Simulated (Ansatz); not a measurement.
## Response of KCl to small distortions

```xyz
2
Lattice="0.0000 3.1561 3.1561 3.1561 0.0000 3.1561 3.1561 3.1561 0.0000" Properties=species:S:1:pos:R:3 pbc="T T T"
K     0.0000    0.0000    0.0000
Cl    3.1561    3.1561    3.1561
```

Atoms are numbered in the order listed.

The structure is an experimental refinement, used without relaxation.

These are results of DFT, PBEsol, PAW with Ansatz's default frozen-core files, scalar-relativistic in Ansatz 0.2.0, not measurements.

The runs use a Γ-centred 7×7×7 k mesh, Fermi–Dirac smearing of 0.03 eV, cutoff 420 eV, no spin polarisation; the PAW files were made with PBE, and the program remakes their frozen cores for this functional.

The unchanged cell is at -0.56 GPa.

Semilocal functionals give too small gaps.

x, y and z are the Cartesian axes of the cell as listed; fractional coordinates follow a strain, and an engineering shear is twice the off-diagonal strain component.

Vzz stands for the principal value of largest size of the field-gradient tensor, whatever its axis.

Task: One change gave: energy change +0.7 meV/atom; stress change (xx, yy, zz, yz, xz, xy) 0.00, 0.00, 0.00, 0.13, 0.13, 0.13 GPa, compression positive; Vzz in 10²¹ V/m²: K1 0 → 0.21 (η = 0.00), Cl2 0 → -0.27 (η = 0.00); gap on the k mesh 5.00 → 4.96 eV. Which change was it?
A. equal xy, yz and zx engineering shear strains of -1 %
B. equal xy, yz and zx engineering shear strains of -2 %
C. equal xy, yz and zx engineering shear strains of +2 %
D. equal xy, yz and zx engineering shear strains of +1 %

Result: B. For equal xy, yz and zx engineering shear strains of -1 %: energy change +0.2 meV/atom; stress change (xx, yy, zz, yz, xz, xy) 0.00, 0.00, 0.00, 0.07, 0.07, 0.07 GPa, compression positive; Vzz in 10²¹ V/m²: K1 0 → 0.11 (η = 0.00), Cl2 0 → -0.14 (η = 0.00); gap on the k mesh 5.00 → 4.98 eV. For equal xy, yz and zx engineering shear strains of +1 %: energy change +0.2 meV/atom; stress change (xx, yy, zz, yz, xz, xy) 0.00, 0.00, 0.00, -0.07, -0.07, -0.07 GPa, compression positive; Vzz in 10²¹ V/m²: K1 0 → -0.11 (η = 0.00), Cl2 0 → 0.14 (η = 0.00); gap on the k mesh 5.00 → 4.99 eV. For equal xy, yz and zx engineering shear strains of +2 %: energy change +0.8 meV/atom; stress change (xx, yy, zz, yz, xz, xy) 0.00, 0.00, 0.00, -0.14, -0.14, -0.14 GPa, compression positive; Vzz in 10²¹ V/m²: K1 0 → -0.22 (η = 0.00), Cl2 0 → 0.29 (η = 0.00); gap on the k mesh 5.00 → 4.97 eV.
